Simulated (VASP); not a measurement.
GaAs, 2 atoms in the cell. The structure is cubic, space group F-43m (No. 216). The conventional cell has a = 5.802 Å, b = 5.802 Å, c = 5.802 Å, α = 90.00°, β = 90.00°, γ = 90.00°. Ga (site symmetry -43m) is surrounded by 4 As at 2.51 Å. As (site symmetry -43m) has 4 Ga at 2.51 Å as nearest neighbours. 

| Item | Value |
| --- | --- |
| Program | VASP 6.6.1 |
| Task | single point |
| Functional | PBE |
| Potentials or basis | VASP PAW PBE potentials, release 64 (Ga_d, As) |
| Cutoff | 520 eV |
| k mesh | 12 × 12 × 12 |
| Occupations | gaussian, width 0.02 eV |
| Spin | no spin polarisation |
| Dipole correction | no |
| Further INCAR settings | ALGO = Normal; EDIFF = 1e-06; NBANDS = 16 |

Potentials or basis: VASP PAW PBE potentials, release 64 (Ga_d, As).

The run is started by

```bash
$ cat potpaw_PBE.64/Ga_d/POTCAR potpaw_PBE.64/As/POTCAR > POTCAR
$ mpirun -np 1 vasp_std > vasp.out
```

Hardware: 1 thread of Intel(R) Xeon(R) 6975P-C (Granite Rapids) (shared host).

Problem. Estimate the wall time of this run.

Solution. Wall time 16 s on 1 thread of Intel(R) Xeon(R) 6975P-C (Granite Rapids), on a shared host, peak memory 0.21 GiB. Counts: scf iterations 12, k points 72.
